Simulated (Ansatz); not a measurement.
**SnSe at a changed volume: 119Sn Mössbauer parameters**

Cell: a structure deposited in the COD, relaxed with PBE at fixed cell and then changed (volume scaled by 0.94, ions relaxed).

```yaml
crystal:
  lattice:
    - [0.00000, 2.94855, 2.94855]
    - [2.94855, 0.00000, 2.94855]
    - [2.94855, 2.94855, 0.00000]
  atoms:
    - { symbol: Sn, position: [0.00000, 0.00000, 0.00000] }
    - { symbol: Se, position: [0.50000, 0.50000, 0.50000] }
```

Sites (sets of like atoms) are named by element and the number of their first atom in this list.

The numbers come from a DFT calculation in Ansatz (PBE, plane waves and PAW, scalar-relativistic, 420 eV cutoff, Γ-centred 13×13×13 k-points, Fermi–Dirac smearing 0.02 eV).

Isomer shifts (against SnO₂) follow from the electron density at the nucleus, δ = α(ρ − ρ₀), with α = 0.099 mm s⁻¹ a₀³ and ρ₀ = 183191.44 a₀⁻³ from a line fitted to 8 measured compounds at this level of theory (rms miss 0.12 mm/s). ΔE_Q = ½eQV_zz(1 + η²/3)^½ with Q = -0.132 b for the 23.9 keV state.

Task: Where do the absorption lines lie?

Result: Sn (1 atom a cell): δ = 3.60, |ΔE_Q| = 0.00 mm/s, a single line at 3.60 mm/s.

Shifts outside the range of the fitted compounds (-0.5 to 3.2 mm/s for Sn) are extrapolations.

The relaxation (1 step) took 4.1 s of wall time (4.1 s of CPU time) and 0.51 GiB at its peak, on 1 thread of Intel Xeon 6975P-C (Granite Rapids) (x86_64; 16 cores open to the job, memory cap 3.0 GiB, no GPU), a shared host with a load of 0.1 a core.
